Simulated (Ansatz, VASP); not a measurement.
HfSiO4: VASP beside Ansatz

The input INCAR:

```
ALGO     = Normal         # electronic algorithm
EDIFF    = 1E-7           # SCF threshold, eV
ENCUT    = 520            # plane-wave cutoff, eV
GGA      = PE             # functional
ISIF     = 2              # what is computed and relaxed
ISMEAR   = 0              # smearing method
LASPH    = True           # aspherical terms in the spheres
LCHARG   = True           # write CHGCAR
LELF     = True           # ELF
LREAL    = False          # projectors in reciprocal space
LVHAR    = True         
LWAVE    = False          # write WAVECAR
NBANDS   = 28             # bands
NELM     = 80             # most SCF steps
PREC     = Accurate       # precision mode
SIGMA    = 0.1            # smearing width, eV
```

Contents of KPOINTS:

```
k-points
0
Gamma
  6 6 4
```

POSCAR

```
HfSiO4
1.0
    3.6905578400      0.0000000000      0.0000000000
    0.0000000000      3.6905578400      0.0000000000
    0.0000000000      0.0000000000      5.2192369400
Hf Si O
1 1 4
Direct
    0.0000000000      0.0000000000      0.0000000000
    0.5000000000      0.5000000000      0.5000000000
    0.5000000000      0.0000000000      0.2500000000
    0.0000000000      0.5000000000      0.7500000000
    0.5000000000      0.0000000000      0.7500000000
    0.0000000000      0.5000000000      0.2500000000
```

Input for Ansatz:

```yaml
crystal:
  lattice:
    - [3.69055784, 0.0, 0.0]
    - [0.0, 3.69055784, 0.0]
    - [0.0, 0.0, 5.21923694]
  atoms:
    - { symbol: Hf, position: [0.0, 0.0, 0.0] }
    - { symbol: Si, position: [0.5, 0.5, 0.5] }
    - { symbol: O, position: [0.5, 0.0, 0.25] }
    - { symbol: O, position: [0.0, 0.5, 0.75] }
    - { symbol: O, position: [0.5, 0.0, 0.75] }
    - { symbol: O, position: [0.0, 0.5, 0.25] }
basis:
  ecutwfc: 420
kpoints:
  mp_grid: { grid: [6, 6, 4] }
hamiltonian:
  xc: pbe
scf:
  occupations: { method: gaussian, width: 0.1 }
  lower_state_search: "off"
output:
  forces: true
  stress: true
  eigenvalues: true
```

Alike in both runs: task single point; functional PBE; k mesh 6 × 6 × 4; occupations gaussian, width 0.1 eV; no spin polarisation.

```csv
,VASP,Ansatz
version,VASP 6.6.1,Ansatz 0.2.0
potentials or method,"VASP PAW PBE potentials, release 64 (Hf_pv, Si, O)","scalar-relativistic, plane waves, PAW"
plane-wave cutoff (eV),520,420
valence electrons in the cell,38,54
```

Ansatz gave:

| Quantity | Value |
| --- | --- |
| gap on the k mesh at the Fermi level (eV) | none |
| rms of the force components (eV/Å) | 0.431 |

Q: Which values does VASP return?

A: gap on the k mesh at the Fermi level (eV): none; rms of the force components (eV/Å): 0.379.

Atom by atom the forces differ by 0.052 eV/Å (rms over components). A gap of «none» marks a metal or a gap that the smearing closes. The two sets of potentials don't hold the same shells in valence.

 Spin-orbit coupling is left out, which matters for the levels of Hf.
